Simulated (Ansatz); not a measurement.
What a change of settings does: KF (CsCl type)

First run: DFT, PBE, PAW with Ansatz's default frozen-core files, scalar-relativistic (Ansatz 0.2.0).

Command: `ansatz run input.yaml --threads 1 --pin off --max-ram 2048MiB --backend cpu --events-out ev --progress --plain --runs-dir out` It took 2.9 s on 1 thread of Arm Neoverse V1 (shared host), peak memory 0.28 GiB.

```yaml
crystal:
  lattice:
    - [2.5864073196, 0.0, 0.0]
    - [0.0, 2.5864073196, 0.0]
    - [0.0, 0.0, 2.5864073196]
  atoms:
    - { symbol: K, position: [0.0, 0.0, 0.0] }
    - { symbol: F, position: [0.5, 0.5, 0.5] }
kpoints:
  mp_grid: { grid: [14, 14, 14] }
scf:
  occupations: { method: fermi_dirac, width: 0.05 }
hamiltonian:
  xc: pbe
  pseudopotentials: { kind: paw }
output:
  forces: true
  stress: true
  eigenvalues: true
  populations: true
```

The cell comes from a relaxation on PAW files under the same functional, begun from a prototype that needn't be the stable phase.

This run: volume at 0.5 of the series' base cell.

It converges in 7 SCF iterations at a pressure of 123.2 GPa, cutoff 420 eV.

The input is then changed:

```diff
   occupations: { method: fermi_dirac, width: 0.05 }
+  convergence: { dr2_threshold: 0.0001 }
+  mixing: { algorithm: msr1, beta: 0.7, ndim: 16 }
 hamiltonian:
   populations: true
+  write_density: true
+  write_potential: true
+  elf: true
+  volumetric_format: npy
```

Question: Predict the outcome of the changed run.

Answer: It converges in 6 SCF iterations at a pressure of 123.2 GPa, cutoff 420 eV, free energy 0.0 meV/atom against the first run's. The settings are coarser than usual, but the energy hardly moved.
